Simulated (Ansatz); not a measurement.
AlSb (zinc blende), relaxed with r²SCAN (Ansatz, a first-principles code, plane waves, PAW): a = 6.177 Å, b = 6.177 Å, c = 6.177 Å, α = 90.00°, β = 90.00°, γ = 90.00°.

```
Quantity                              Result
------------------------------------  ------
gap (eV)                                1.50
ΔH_f (eV/atom)                         -0.27
B₀ by P(V) fit (GPa)                    55.6
K_Hill (GPa)                            55.8
G_Hill (GPa)                            32.5
highest Γ mode, no LO–TO term (cm⁻¹)     314
electron conductivity mass (mₑ)         0.30
Θ_D (K)                                  298
```

**Question.** The same phase is relaxed and computed with PBE in the same code. What are the cell and these values now?

**Answer.** a = 6.2251 Å, b = 6.2251 Å, c = 6.2251 Å, α = 90.00°, β = 90.00°, γ = 90.00°.

- gap (eV) = 1.24
- ΔH_f (eV/atom) = -0.17
- B₀ by P(V) fit (GPa) = 49.3
- K_Hill (GPa) = 49.4
- G_Hill (GPa) = 29.0
- highest Γ mode, no LO–TO term (cm⁻¹) = 304
- electron conductivity mass (mₑ) = 0.17
- Θ_D (K) = 283

All cells were relaxed under the symmetry of their starts (and spin orders); stability against distortions was not tested throughout. Spin–orbit coupling is left out wherever it is not named.

Potentials: the later of the program's two PAW sets.

Ansatz is a plane-wave DFT program.

Formation energies count from the lowest solids of the elements computed at the same level, not from gases.
